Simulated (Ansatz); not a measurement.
**SnSe: single point with r2SCAN0 form with a typed share of exact exchange**

SnSe:

```
Sn Se
1.0
     0.00000    3.39084    3.39084
     3.39084    0.00000    3.39084
     3.39084    3.39084    0.00000
Sn Se
1 1
Direct
  0.00000 0.00000 0.00000
  0.75000 0.75000 0.75000
```

The cell was built by a generator and needn't be a form met in nature.

```
Program             : Ansatz 0.2.0
Task                : single point
Functional          : r2SCAN0 form with a typed share of exact exchange
Potentials or basis : Ansatz PAW
Cutoff              : 500 eV (not typed: the program's choice for these potentials)
k mesh              : 4 × 4 × 4
Occupations         : fermi-dirac, width 0.05 eV
Spin                : no spin polarisation
```

```
Pressure               : -1.1 GPa
Band gap on the k mesh : 1.40 eV, indirect (least direct gap 2.19 eV)
```

Levels at points of the mesh, in eV from the valence-band top:
| k point | band 11 | band 12 | band 13 | band 14 | band 15 | band 16 | band 17 | band 18 | band 19 |
| --- | --- | --- | --- | --- | --- | --- | --- | --- | --- |
| (0.00, 0.00, 0.00) | -15.57 | -6.15 | -2.89 | -2.89 | -2.89 | 3.07 | 3.07 | 3.07 | 6.38 |
| (0.00, 0.00, -0.50) | -15.03 | -8.51 | -3.48 | -3.48 | -2.52 | 3.91 | 3.91 | 5.10 | 8.01 |
| (0.00, -0.50, -0.50) | -14.83 | -8.83 | -4.27 | -4.27 | -0.79 | 1.40 | 6.34 | 6.34 | 7.37 |

Run time: 35 s on 2 threads of Arm Neoverse V1 (shared host), peak memory 1.5 GiB.

Caveat: spin-orbit coupling is left out, which moves the levels of the heavy elements; the PAW data sets come from PBE, with cores solved anew for the run's functional, which leaves a small shift of forces and pressure; the thresholds are loose for stress. A k mesh can miss the band edges.
